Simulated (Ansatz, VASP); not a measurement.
Two plane-wave programs on Al

```xyz
1
Lattice="0.0000 1.8875 1.8875 1.8875 0.0000 1.8875 1.8875 1.8875 0.0000" Properties=species:S:1:pos:R:3 pbc="T T T"
Al    0.0000    0.0000    0.0000
```

Alike in both runs: functional PBE; dispersion D4; k mesh 14 × 14 × 14; occupations gaussian, width 0.1 eV; no spin polarisation.

Ansatz relaxed the structure, and its values are those at the end. VASP's run is a single point on that final structure, the one shown.

```csv
,VASP,Ansatz
version,VASP 6.6.1,Ansatz 0.2.0
potentials or method,"VASP PAW PBE potentials, release 64 (Al)","plane waves, PAW"
plane-wave cutoff (eV),520,420
valence electrons in the cell,3,3
```

Ansatz gave:

| Item | Value |
| --- | --- |
| pressure (GPa) | 20.0 |
| dispersion energy (meV/atom) | -418.3 |

**Question.** Estimate VASP's values.

**Answer.** Pressure (GPa): 20.0; dispersion energy (meV/atom): -418.2.

Caveats: so large a pressure means that the cell lies far from this level's equilibrium, or that cutoff or potentials fall short (VASP); pairwise dispersion overbinds metals, which lowers pressure and volume.
